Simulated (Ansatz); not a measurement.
**C: a slab and its surfaces, (110), 3 layers**

What do the surfaces of C (110), 3 layers cost, and how tightly do they hold an electron? Methods of the runs shown: PAW. Its runs: bulk cell relaxed (PAW); bulk in the slab's orientation (PAW); the reference run (PAW); atoms relaxed (PAW); core holes in 1s of C (PAW).

Computed with Ansatz 0.2.0 (DFT, LDA, PAW with Ansatz's default frozen-core files, scalar-relativistic, unless a step's input says otherwise).

### Step 1. The structure to begin with

Symmetry: Fd-3m, No. 227, cubic system. The conventional cell has a = 3.573 Å, b = 3.573 Å, c = 3.573 Å, α = 90.00°, β = 90.00°, γ = 90.00°. C (site symmetry -43m) is surrounded by 4 C at 1.55 Å.

Coordinates:

```
C
1.0
     0.00000    1.78632    1.78632
     1.78632    0.00000    1.78632
     1.78632    1.78632    0.00000
C
2
Cartesian
  -0.4466 -0.4466 -0.4466
  0.4466 0.4466 0.4466
```

Atoms are numbered in the order of the input: C1, C2.

### Step 2. Bulk cell relaxed, PAW

File input.yaml:

```yaml
crystal:
  lattice:
    - [0.0, 1.7863159877, 1.7863159877]
    - [1.7863159877, 0.0, 1.7863159877]
    - [1.7863159877, 1.7863159877, 0.0]
  atoms:
    - { symbol: C, position: [-0.125, -0.125, -0.125] }
    - { symbol: C, position: [0.125, 0.125, 0.125] }
kpoints:
  mp_grid: { grid: [16, 16, 16] }
scf:
  occupations: { method: fermi_dirac, width: 0.02 }
hamiltonian:
  xc: lda
  pseudopotentials: { kind: paw }
output:
  forces: true
  stress: true
  write_density: true
  write_potential: true
  elf: true
  volumetric_format: npy
relax:
  f_tol: 0.005
  max_steps: 40
  cell: {}
```

Started as:

```console
> ansatz run input.yaml --threads 2 --pin off --max-ram 4096MiB --backend cpu --events-out ev --progress --plain --runs-dir out
```

After this run come: Bulk in the slab's orientation, PAW; Slab as cut, PAW; Atoms relaxed, PAW; Core holes in 1s of C, PAW.

Q: Predict the outcome of this session. Wanted: surface energy; work function; outer layer spacing.

**Answer**, as computed:

| quantity | value |
| --- | --- |
| surface energy (PAW, relaxed) | 5.82 J/m² |
| work function (PAW, relaxed) | 6.05 eV |
| outer layer spacing (PAW) | 1.25 → 1.12 Å |

What this shows: By PAW the surface costs 6.95 J/m² as cut and 5.82 J/m² relaxed. The outermost spacing changes by -10.5 % (PAW). Thickness wasn't converged, and no reconstruction was sought.
